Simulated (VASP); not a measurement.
# Zr3B2 (Pm-3m) in VASP: notebook

One crystal, Zr3B2, is run at these levels: PBE, RPBE; tasks: relaxation of cell and atoms, relaxation of the atoms.

Program: VASP 6.6.1. These are calculated values, not measurements. Logs are shortened: lines on timing, memory, paths and dates and some standing lists are left out, and cuts for length are marked.

## Step 1: The crystal as given

It takes space group Pm-3m (No. 221, cubic). The conventional cell has a = 3.611 Å, b = 3.611 Å, c = 3.611 Å, α = 90.00°, β = 90.00°, γ = 90.00°. Zr (site symmetry 4/mmm) has 2 B at 1.81 Å as nearest neighbours. Around B (site symmetry m-3m) lie 12 Zr at 2.55 Å. Around B (site symmetry m-3m) lie 6 Zr at 1.81 Å.

The cell was built by a generator and needn't be a form met in nature.

## Step 2: Relaxation of cell and atoms, PBE

File INCAR:

```
PREC = Accurate ; ENCUT = 600
EDIFF = 1E-6 ; ISMEAR = 1
SIGMA = 0.1 ; LREAL = False
LASPH = True ; NELM = 60
ALGO = Fast ; ISIF = 3
LWAVE = False ; LCHARG = False
GGA = PE ; IBRION = 2
NSW = 60 ; EDIFFG = -0.02
```

File KPOINTS:

```
Automatic mesh
0
Gamma
  7 7 7
```

File POSCAR:

```
Zr3B2
1.0
    3.6107492400      0.0000000000      0.0000000000
    0.0000000000      3.6107492400      0.0000000000
    0.0000000000      0.0000000000      3.6107492400
Zr B
3 2
Direct
    0.5000000000      0.0000000000      0.0000000000
    0.0000000000      0.5000000000      0.0000000000
    0.0000000000      0.0000000000      0.5000000000
    0.5000000000      0.5000000000      0.5000000000
    0.0000000000      0.0000000000      0.0000000000
```

Potentials or basis: VASP PAW PBE potentials, release 64 (Zr_sv, B).

Command:

```console
$ cat potpaw_PBE.64/Zr_sv/POTCAR potpaw_PBE.64/B/POTCAR > POTCAR
$ mpirun -np 1 vasp_std > vasp.out
```

OUTCAR:

```text
PREC = Accurate
   ENCUT = 600
   EDIFF = 1E-6
   ISMEAR = 1
   LREAL = False
   LASPH = True
   NELM = 60
   ISIF = 3
   GGA = PE
   IBRION = 2
   NSW = 60
   EDIFFG = -0.02

 ion  position               nearest neighbor table
   1  0.500  0.000  0.000-   5 1.81   5 1.81   4 2.55   2 2.55   3 2.55   4 2.55   2 2.55   4 2.55
                             4 2.55   2 2.55   3 2.55   3 2.55   3 2.55   2 2.55
   2  0.000  0.500  0.000-   5 1.81   5 1.81   4 2.55   1 2.55   3 2.55   4 2.55   1 2.55   3 2.55
                             3 2.55   3 2.55   1 2.55   4 2.55   4 2.55   1 2.55
   3  0.000  0.000  0.500-   5 1.81   5 1.81   4 2.55   1 2.55   1 2.55   2 2.55   2 2.55   2 2.55
                             4 2.55   2 2.55   1 2.55   4 2.55   1 2.55   4 2.55
   4  0.500  0.500  0.500-   1 2.55   2 2.55   3 2.55   1 2.55   2 2.55   1 2.55   3 2.55   1 2.55
                             2 2.55   3 2.55   2 2.55   3 2.55
   5  0.000  0.000  0.000-   1 1.81   2 1.81   3 1.81   3 1.81   2 1.81   1 1.81

  LATTYP: Found a simple cubic cell.
 ALAT       =     3.6107492400

  Lattice vectors:

 A1 = (   3.6107492400,   0.0000000000,   0.0000000000)
 A2 = (   0.0000000000,   3.6107492400,   0.0000000000)
 A3 = (   0.0000000000,   0.0000000000,   3.6107492400)

Analysis of symmetry for initial positions (statically):
=====================================================================
 Subroutine PRICEL returns:
 Original cell was already a primitive cell.

 Routine SETGRP: Setting up the symmetry group for a
 simple cubic supercell.

 Subroutine GETGRP returns: Found 48 space group operations
 (whereof 48 operations were pure point group operations)
 out of a pool of 48 trial point group operations.

The static configuration has the point symmetry O_h .

Analysis of symmetry for dynamics (positions and initial velocities):
=====================================================================
 Subroutine PRICEL returns:
 Original cell was already a primitive cell.

 Routine SETGRP: Setting up the symmetry group for a
 simple cubic supercell.

 Subroutine GETGRP returns: Found 48 space group operations
 (whereof 48 operations were pure point group operations)
 out of a pool of 48 trial point group operations.

The dynamic configuration has the point symmetry O_h .

 Subroutine INISYM returns: Found 48 space group operations
 (whereof 48 operations are pure point group operations),
 and found     1 'primitive' translations

----------------------------------------------------------------------------------------

                                     Primitive cell

  volume of cell :      47.0752

  direct lattice vectors                    reciprocal lattice vectors
     3.610749240  0.000000000  0.000000000     0.276950830  0.000000000  0.000000000
     0.000000000  3.610749240  0.000000000     0.000000000  0.276950830  0.000000000
     0.000000000  0.000000000  3.610749240     0.000000000  0.000000000  0.276950830

  length of vectors
     3.610749240  3.610749240  3.610749240     0.276950830  0.276950830  0.276950830

  position of ions in fractional coordinates (direct lattice)
     0.500000000  0.000000000  0.000000000
     0.000000000  0.500000000  0.000000000
     0.000000000  0.000000000  0.500000000
     0.500000000  0.500000000  0.500000000
     0.000000000  0.000000000  0.000000000

  ion indices of the primitive-cell ions
   primitive index   ion index
                 1           1
                 2           2
                 3           3
                 4           4
                 5           5

----------------------------------------------------------------------------------------

 KPOINTS: Automatic mesh

Automatic generation of k-mesh.
 Grid dimensions read from file:
 generate k-points for:    7    7    7

 Generating k-lattice:

  Cartesian coordinates                     Fractional coordinates (reciprocal lattice)
     0.039564404  0.000000000  0.000000000     0.142857143  0.000000000  0.000000000
     0.000000000  0.039564404  0.000000000     0.000000000  0.142857143  0.000000000
     0.000000000  0.000000000  0.039564404     0.000000000  0.000000000  0.142857143

  Length of vectors
     0.039564404  0.039564404  0.039564404

  Shift w.r.t. Gamma in fractional coordinates (k-lattice)
     0.000000000  0.000000000  0.000000000

 Subroutine IBZKPT returns following result:
 ===========================================

 Found     20 irreducible k-points:

 Following reciprocal coordinates:
            Coordinates               Weight
  0.000000  0.000000  0.000000      1.000000
  0.142857  0.000000  0.000000      6.000000
  0.285714  0.000000  0.000000      6.000000
  0.428571  0.000000  0.000000      6.000000
  0.142857  0.142857  0.000000     12.000000
  0.285714  0.142857  0.000000     24.000000
[... 12 lines left out ...]
  0.428571  0.428571  0.285714     24.000000
  0.428571  0.428571  0.428571      8.000000
   k-points           NKPTS =     20   k-points in BZ     NKDIM =     20   number of bands    NBANDS=     25
   number of dos      NEDOS =    301   number of ions     NIONS =      5
   total plane-waves  NPLWV =  27000
   dimension x,y,z NGX =    30 NGY =   30 NGZ =   30
   dimension x,y,z NGXF=    60 NGYF=   60 NGZF=   60
   ions per type =               3   2
   NGX,Y,Z   is equivalent  to a cutoff of  13.81, 13.81, 13.81 a.u.
   NGXF,Y,Z  is equivalent  to a cutoff of  27.63, 27.63, 27.63 a.u.
 SYSTEM =  unknown system
   PREC   = accura    normal or accurate (medium, high low for compatibility)
   ISTART =      0    job   : 0-new  1-cont  2-samecut
   ICHARG =      2    charge: 1-file 2-atom 10-const
   ISPIN  =      1    spin polarized calculation?
   LNONCOLLINEAR =      F non collinear calculations
   LSORBIT =      F    spin-orbit coupling
   LASPH  =      T    aspherical Exc in radial PAW
   ENCUT  =  600.0 eV  44.10 Ry    6.64 a.u.   7.21  7.21  7.21*2*pi/ulx,y,z
   NELM   =     60;   NELMIN=  2; NELMDL= -5     # of ELM steps
   EDIFF  = 0.1E-05   stopping-criterion for ELM
   LREAL  =      F    real-space projection
   EDIFFG = -.2E-01   stopping-criterion for IOM
   NSW    =     60    number of steps for IOM
   IBRION =      2    ionic relax: 0-MD 1-quasi-New 2-CG
   NFREE  =      1    steps in history (QN), initial steepest desc. (CG)
   ISIF   =      3    stress and relaxation
   ISYM   =      2    0-nonsym 1-usesym 2-fastsym
   POTIM  = 0.5000    time-step for ionic-motion
   TEBEG  =    0.0;   TEEND  =   0.0 temperature during run
   PSTRESS=    0.0 pullay stress
   NELECT =      42.0000    total number of electrons
   NUPDOWN=      -1.0000    fix difference up-down
   EMIN   =  10.00;   EMAX   =-10.00  energy-range for DOS
   EFERMI =   0.00;   METHOD = LEGACY
   ISMEAR =     1;   SIGMA  =   0.10  broadening in eV -4-tet -1-fermi 0-gaus
   EFERMI_NEDOS =   21; number of points for ismear=-14 and -15
   IALGO  =     68    algorithm
   IMIX   =      4    mixing-type and parameters
     AMIX     =   0.40;   BMIX     =  1.00
     AMIX_MAG =   1.60;   BMIX_MAG =  1.00
  volume/ion in A,a.u.               =       9.42        63.54
  Fermi-wavevector in a.u.,A,eV,Ry     =   1.576016  2.978238 33.794507  2.483826
  Thomas-Fermi vector in A             =   2.676913
   LORBIT       =      0    0 simple, 1 ext, 2 COOP (PROOUT), +10 PAW based schemes
   GGA     = PE    functional components
   LHFCALC =     F    Hartree Fock is set to
   AEXX    =    0.0000 exact exchange contribution
   IVDW    =     0    specifies the selected vdW correction
   LEPSILON=     F    determine dielectric tensor
   LRPA    =     F    only Hartree local field effects (RPA)
 conjugate gradient relaxation of ions
 non-spin polarized calculation
 RMM-DIIS sequential band-by-band and
 Methfessel and Paxton  Order N= 1 SIGMA  =   0.10
  energy-cutoff  :      600.00
  volume of cell :       47.08
 maximum number of plane-waves:      1588
 NGX is ok and might be reduce to    30
   NGX = 15   NGY = 15   NGZ = 15

--------------------------------------- Ionic step        1  -------------------------------------------

 number of electron      42.0000000 magnetization

 Free energy of the ion-electron system (eV)
  ---------------------------------------------------
  ext. energy  EPLUGINS =         0.00000000
  ---------------------------------------------------
  free energy    TOTEN  =       -18.11547190 eV

  energy without entropy =      -18.11661228  energy(sigma->0) =      -18.11585203

 E-fermi :  15.7804     XC(G=0): -14.0568

 val. band max:       15.7801003210   @ k =   0.4286   0.2857   0.1429
 cond. band min:      15.8037633390   @ k =   0.1429   0.1429   0.0000
 fundamental gap:      0.0236630181
 Fermi energy:        15.7803822844
[... 596 lines left out ...]
--------------------------------------- Ionic step        2  -------------------------------------------

 number of electron      41.9999951 magnetization

------------------------ aborting loop EDIFF was not reached (unconverged)  ----------------------------

  FORCE on cell =-STRESS in cart. coord.  units (eV):
  Direction    XX          YY          ZZ          XY          YZ          ZX
  --------------------------------------------------------------------------------------
  -------------------------------------------------------------------------------------
  Total       17.0661825     17.0661825     17.0661825      0.0000000     -0.0000000     -0.0000000
  in kB      130.5916970    130.5916970    130.5916970      0.0000000     -0.0000000     -0.0000000
  external PRESSURE =     130.5916970 kB  Pullay stress =       0.0000000 kB
[... 26 lines left out ...]
--------------------------------------- Ionic step        3  -------------------------------------------

 number of electron      42.0000074 magnetization

------------------------ aborting loop EDIFF was not reached (unconverged)  ----------------------------

  FORCE on cell =-STRESS in cart. coord.  units (eV):
  Direction    XX          YY          ZZ          XY          YZ          ZX
  --------------------------------------------------------------------------------------
  -------------------------------------------------------------------------------------
  Total      -33.0877896    -33.0877896    -33.0877896      0.0000000      0.0000000     -0.0000000
  in kB     -173.4012021   -173.4012021   -173.4012021      0.0000000      0.0000000     -0.0000000
  external PRESSURE =    -173.4012021 kB  Pullay stress =       0.0000000 kB
[... 590 lines left out ...]
     24       1.7705     -0.00000
     25       1.8059     -0.00000

[... ionic steps 4 to 7 ...]

--------------------------------------- Ionic step        8  -------------------------------------------

 number of electron      42.0000002 magnetization

------------------------ aborting loop because EDIFF is reached ----------------------------------------
[... 73 lines left out ...]
--------------------------------------- Ionic step       10  -------------------------------------------

 number of electron      42.0000002 magnetization

 Free energy of the ion-electron system (eV)
  ---------------------------------------------------
  ext. energy  EPLUGINS =         0.00000000
  ---------------------------------------------------
  free energy    TOTEN  =       -37.64122537 eV

  energy without entropy =      -37.63615749  energy(sigma->0) =      -37.63953608

 E-fermi :   7.5439     XC(G=0): -10.8563

 val. band max:        7.5125350624   @ k =   0.2857   0.2857   0.0000
 cond. band min:       7.5489305050   @ k =   0.4286   0.1429   0.0000
 fundamental gap:      0.0363954427
 Fermi energy:         7.5438831351
[... 590 lines left out ...]
  FREE ENERGIE OF THE ION-ELECTRON SYSTEM (eV)
  ---------------------------------------------------
  free  energy   TOTEN  =       -37.6412253723 eV

  energy  without entropy=      -37.6361574900  energy(sigma->0) =      -37.63953608

 reached required accuracy - stopping structural energy minimisation
```

Run time: 18 min. Hardware: 1 thread of Intel Xeon Platinum 8488C (Sapphire Rapids), shared host; peak memory 0.18 GiB.

Results:

```
Free energy                            : -37.6412 eV
Relaxed volume                         : 18.06 Å³/atom
Relaxed cell                           : a = 4.487 Å, b = 4.487 Å, c = 4.487 Å, α = 90.00°, β = 90.00°, γ = 90.00°
Space group after relaxing (to 0.05 Å) : Pm-3m (No. 221)
Energy gained by relaxing              : 3905.2 meV/atom
Ionic steps                            : 10
Pressure after relaxing                : 0.0 GPa
Band gap on the k mesh                 : none (metal or under the smearing width)
```

The path:
```csv
step,energy change (eV),largest force (eV/Å),pressure (GPa),volume (Å³)
1,0.0000,0.0000,227.36,47.08
2,103.6817,0.0000,13.06,209.38
3,24.7518,0.0000,-17.34,305.72
4,-2.0815,0.0000,-18.63,239.46
5,-4.4133,0.0000,-18.49,220.49
6,-5.1784,0.0000,-18.63,214.34
7,-19.4842,0.0000,-4.01,93.55
8,-19.5256,0.0000,0.23,90.15
9,-19.5256,0.0000,-0.22,90.49
10,-19.5258,0.0000,0.00,90.32
```

Final structure:
```
CELL_PARAMETERS angstrom
4.48667 0.00000 0.00000
0.00000 4.48667 0.00000
0.00000 0.00000 4.48667
ATOMIC_POSITIONS crystal
Zr 0.50000 0.00000 0.00000
Zr 0.00000 0.50000 0.00000
Zr 0.00000 0.00000 0.50000
B 0.50000 0.50000 0.50000
B 0.00000 0.00000 0.00000
```

Levels at points of the mesh, in eV from the Fermi level:
| k point | band 19 | band 20 | band 21 | band 22 | band 23 | band 24 |
| --- | --- | --- | --- | --- | --- | --- |
| (0.00, 0.00, 0.00) | -1.49 | -0.19 | -0.19 | -0.19 | 1.89 | 1.89 |

Caveat: the volume moved by over 15 % at a fixed basis, so the end points are rough.

## Step 3: Relaxation of the atoms, RPBE

File INCAR:

```
ALGO = Fast ; EDIFF = 1E-6
EDIFFG = -0.01 ; ENCUT = 520
GGA = RP ; IBRION = 2
ISIF = 2 ; ISMEAR = 1
LASPH = T ; LCHARG = F
LREAL = F ; LWAVE = F
NELM = 60 ; NSW = 40
PREC = Accurate ; SIGMA = 0.1
```

File KPOINTS:

```
k-points
0
Gamma
  7 7 7
```

POSCAR is that of step 2.

Potentials or basis: VASP PAW PBE potentials, release 64 (Zr_sv, B).

Command:

```console
$ cat potpaw_PBE.64/Zr_sv/POTCAR potpaw_PBE.64/B/POTCAR > POTCAR
$ mpirun -np 1 vasp_std > vasp.out
```

It took 40 s on 1 thread of Intel Xeon Platinum 8488C (Sapphire Rapids), shared host; peak memory 0.16 GiB.

It converged, with:

* Free energy: -15.4683 eV
* Pressure after relaxing: 231.8 GPa
* Band gap on the k mesh: none (metal or under the smearing width)

Final structure:
```xyz
5
Lattice="3.6107 0.0000 0.0000 0.0000 3.6107 0.0000 0.0000 0.0000 3.6107" Properties=species:S:1:pos:R:3 pbc="T T T"
Zr    1.8054    0.0000    0.0000
Zr    0.0000    1.8054    0.0000
Zr    0.0000    0.0000    1.8054
B     1.8054    1.8054    1.8054
B     0.0000    0.0000    0.0000
```

Levels at points of the mesh, in eV from the Fermi level:
```tsv
k point	band 17	band 18	band 19	band 20	band 21	band 22	band 23	band 24	band 25
(0.00, 0.00, 0.00)	-4.50	-3.28	-3.28	0.89	0.89	0.89	4.69	4.69	4.69
```

Caveat: the relaxation stopped at its first step, so nothing moved; a pressure of tens of GPa on the cell as given is suspect, and the run, the potentials or the cell itself is likely at fault; the PAW data sets were made with another functional, which shifts forces and pressure a little.

## Step 4: For comparison

An earlier run on the cell as given: functional PBE; potentials or basis VASP PAW PBE potentials, release 64 (Zr_sv, B); cutoff 520 eV; k mesh 7 × 7 × 7; occupations fermi-dirac, width 0.05 eV; no spin polarisation.

- Pressure: 227.2 GPa
- Band gap on the k mesh: none (metal or under the smearing width)

## Step 5: Summary

```tsv
task	level	cell	cutoff (eV)	smearing	gap on the mesh (eV)	pressure (GPa)
relaxation of cell and atoms	PBE	relaxed	600	methfessel-paxton 0.1 eV	none	0.0
relaxation of the atoms	RPBE	atoms relaxed	520	methfessel-paxton 0.1 eV	none	231.8
single point	PBE	as given	520	fermi-dirac 0.05 eV	none	227.2
```

Alike in all rows: potentials or basis VASP PAW PBE potentials, release 64 (Zr_sv, B); no spin polarisation; k mesh 7 × 7 × 7.

Caveats: a pressure of tens of GPa on the cell as given is suspect, and the run, the potentials or the cell itself is likely at fault (some runs); the volume moved by over 15 % at a fixed basis, so the end points are rough (some runs); the relaxation stopped at its first step, so nothing moved (some runs); the PAW data sets were made with another functional, which shifts forces and pressure a little (some runs).

Total energies depend on the potentials used, so only differences within one code and one set of settings carry meaning.
